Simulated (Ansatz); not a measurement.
## Mg2Si: electron density at the nuclei under pressure

```yaml
crystal:
  lattice:
    - [0.00000, 3.19500, 3.19500]
    - [3.19500, 0.00000, 3.19500]
    - [3.19500, 3.19500, 0.00000]
  atoms:
    - { symbol: Mg, position: [0.25000, 0.25000, 0.25000] }
    - { symbol: Mg, position: [0.75000, 0.75000, 0.75000] }
    - { symbol: Si, position: [0.00000, 0.00000, 0.00000] }
```

Atoms are numbered in the order listed.

The cell is COD entry 9009039, as deposited and not checked against the literature; nothing was relaxed. It differs from other determinations.

Level of theory: DFT, PBEsol, all-electron PAW with datasets made for the crystal, scalar-relativistic (Ansatz 0.2.0).

Settings: a Γ-centred 9×9×9 k mesh, Fermi–Dirac smearing of 0.05 eV, cutoff 140 eV (chosen by the program for this cell), no spin polarisation.

The contact density is the mean electron density over the nuclear volume; its changes follow the s electrons' response to bonding and compression. Changes below are taken from the unscaled cell, where it is 7768.77 e/Å³ at Mg1, 12771 e/Å³ at Si3.

| V/V(cell) | P (GPa) | Δρ(0) Mg1 (e/Å³) | Δρ(0) Si3 (e/Å³) |
| --- | --- | --- | --- |
| 0.9400 | 1.8 | 0.10 | -0.46 |
| 0.9600 | 0.6 | 0.06 | ? |
| 0.9800 | -0.6 | 0.03 | ? |
| 0.9900 | -1.1 | 0.01 | -0.08 |
| 1.0000 | -1.6 | 0.00 | 0.00 |
| 1.0100 | -2.1 | -0.01 | 0.08 |
| 1.0200 | -2.6 | -0.02 | ? |
| 1.0400 | -3.4 | -0.04 | 0.34 |
| 1.0600 | -4.2 | -0.06 | 0.52 |

Task: Fill in "Δρ(0) Si3 (e/Å³)" for the row "0.9800".

Result: -0.16.

Task: Fill in "Δρ(0) Si3 (e/Å³)" for the row "1.0200".

Result: 0.17.

Task: Give the missing entry: row "0.9600", column "Δρ(0) Si3 (e/Å³)".

Result: -0.32.

The datasets are made afresh for each cell, so very small changes are uncertain.
